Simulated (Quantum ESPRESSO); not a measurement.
Crystal: BN.

```
CELL_PARAMETERS angstrom
0.00000 1.81300 1.81300
1.81300 0.00000 1.81300
1.81300 1.81300 0.00000
ATOMIC_POSITIONS crystal
N 0.25000 0.25000 0.25000
B 0.00000 0.00000 0.00000
```

The cell is a database's computed one.

| Quantity | Value |
| --- | --- |
| Program | Quantum ESPRESSO 7.5 |
| Task | phonons |
| Functional | WC |
| Potentials or basis | PseudoDojo 0.4.1 SR PBE standard |
| Cutoff | 1143 eV |
| Density cutoff | 4572 eV |
| k mesh | 8 × 8 × 8, shifted |
| Occupations | fermi-dirac, width 0.05 eV |
| Spin | no spin polarisation |
| Mixing beta | 0.5 |
| Most SCF iterations | 120 |
| SCF threshold | 4e-10 Ry |

The cell and the atoms were relaxed first, to 5.89 Å³/atom (a = 2.554 Å, b = 2.554 Å, c = 2.554 Å, α = 60.00°, β = 60.00°, γ = 60.00°), and the response was taken there.

The first run showed a gap, so the response started from a second, tighter run with fixed occupations.

Q: What is the highest optical frequency at the zone centre, leaving out the macroscopic field of polar modes?

A: 1042 cm⁻¹, a mode of symmetry T2 (IR and Raman). With the field the highest mode lies at 1277 cm⁻¹.

Optical modes at Γ, degenerate ones joined, polar ones without the macroscopic field:
```
cm⁻¹  components  symmetry     active in  IR intensity, summed ((D/Å)²/amu)
1042           3        T2  IR and Raman                              41.20
```

Zone-centre frequencies without and with the macroscopic field along z (cm⁻¹):
|  | optical modes in rising order |
| --- | --- |
| without | 1042 1042 1042 |
| with the field | 1042 1042 1277 |

Born effective charge tensors (e):
atom 1, N
```
-1.91  0.00  0.00
 0.00 -1.91  0.00
 0.00  0.00 -1.91
```
atom 2, B
```
1.91 0.00 0.00
0.00 1.91 0.00
0.00 0.00 1.91
```

Electronic dielectric tensor:
```
4.57 0.00 0.00
0.00 4.57 0.00
0.00 0.00 4.57
```

Static dielectric tensor, electrons and zone-centre modes:
```
6.86 0.00 0.00
0.00 6.86 0.00
0.00 0.00 6.86
```

Caveat: the potentials were made for another functional, which shifts forces and pressure.
